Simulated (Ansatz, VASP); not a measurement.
CuI (Marshite): VASP beside Ansatz

```
CELL_PARAMETERS angstrom
0.00000 3.03150 3.03150
3.03150 0.00000 3.03150
3.03150 3.03150 0.00000
ATOMIC_POSITIONS crystal
I 0.00000 0.00000 0.00000
Cu 0.75000 0.75000 0.75000
```

Alike in both runs: task single point; functional LDA; k mesh 8 × 8 × 8; occupations gaussian, width 0.02 eV; no spin polarisation.

|  | VASP | Ansatz |
| --- | --- | --- |
| version | VASP 6.6.1 | Ansatz 0.2.0 |
| potentials or method | VASP PAW LDA potentials, release 64 (I, Cu) | Ansatz PAW |
| plane-wave cutoff (eV) | 520 | 420 |
| valence electrons in the cell | 18 | 36 |

Ansatz gave:

```
gap on the k mesh at the Fermi level (eV) : 0.94
least direct gap on the mesh (eV)         : 0.94
pressure (GPa)                            : -4.4
```

What did VASP give for the same quantities?

gap on the k mesh at the Fermi level (eV): 1.00; least direct gap on the mesh (eV): 1.00; pressure (GPa): -4.4.

The two sets of potentials don't hold the same shells in valence.

Caveats: spin-orbit coupling is left out, which moves the levels of the heavy elements; the PAW data sets come from PBE, with cores solved anew for the run's functional, which leaves a small shift of forces and pressure (Ansatz). A hybrid or GW would open this gap; LDA tends to underestimate it.
